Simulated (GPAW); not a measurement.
Crystal: Fe.

```
Fe
1.0
     2.43416    0.00000    0.00000
    -1.21708    2.10804    0.00000
     0.00000    0.00000    3.84193
Fe
2
Direct
  0.66667 0.33333 0.75000
  0.33333 0.66667 0.25000
```

This isn't the form of Fe at room conditions, which is bcc.

```yaml
Program: GPAW 26.7.0
Task: relaxation of cell and atoms
Functional: r2SCAN
Dispersion: D3(BJ)
Potentials_or_basis: GPAW PAW data sets (gpaw-data 1.2.1)
Cutoff: 600 eV
Basis: pw
k_mesh: 9 × 9 × 5
Occupations: fermi-dirac, width 0.05 eV
Spin: collinear spin, ferromagnetic start
Starting_moments: "[3.0, 3.0] μB"
```

At the start: pressure 54.0 GPa; volume 9.86 Å³/atom.

Question: Where does the relaxation end?

Answer: Over 7 steps the energy falls by 371.0 meV/atom and the volume is 12.29 Å³/atom (+24.7 %); space group P6_3/mmc (No. 194, to 0.05 Å); moment 5.70 μB per cell.

The path:
```tsv
step	energy change (eV)	largest force (eV/Å)	pressure (GPa)	volume (Å³)
1	0.0000	0.0001	54.04	19.71
2	-0.3988	0.0001	29.11	21.17
3	-0.7023	0.0001	6.34	23.56
4	-0.7364	0.0002	1.44	24.49
5	-0.7399	0.0002	-0.91	24.88
6	-0.7402	0.0002	-0.71	24.83
7	-0.7420	0.0005	-0.02	24.59
```

Final structure:
```cif
data_structure
_symmetry_space_group_name_H-M 'P 1'
_symmetry_Int_Tables_number 1
_cell_length_a 2.5516
_cell_length_b 2.5516
_cell_length_c 4.3607
_cell_angle_alpha 90.000
_cell_angle_beta 90.000
_cell_angle_gamma 120.000
_cell_volume 24.59
loop_
_atom_site_label
_atom_site_type_symbol
_atom_site_fract_x
_atom_site_fract_y
_atom_site_fract_z
_atom_site_occupancy
Fe1 Fe 0.66667 0.33333 0.75001 1
Fe2 Fe 0.33333 0.66667 0.24999 1
```

Caveat: each step starts from the last one's moments, so a moment once lost doesn't come back; later steps reuse the first step's grids; the volume moved by over 15 % at a fixed basis, so the end points are rough; the PAW data sets were made with another functional, which shifts forces and pressure a little; pairwise dispersion overbinds metals, which lowers pressure and volume.
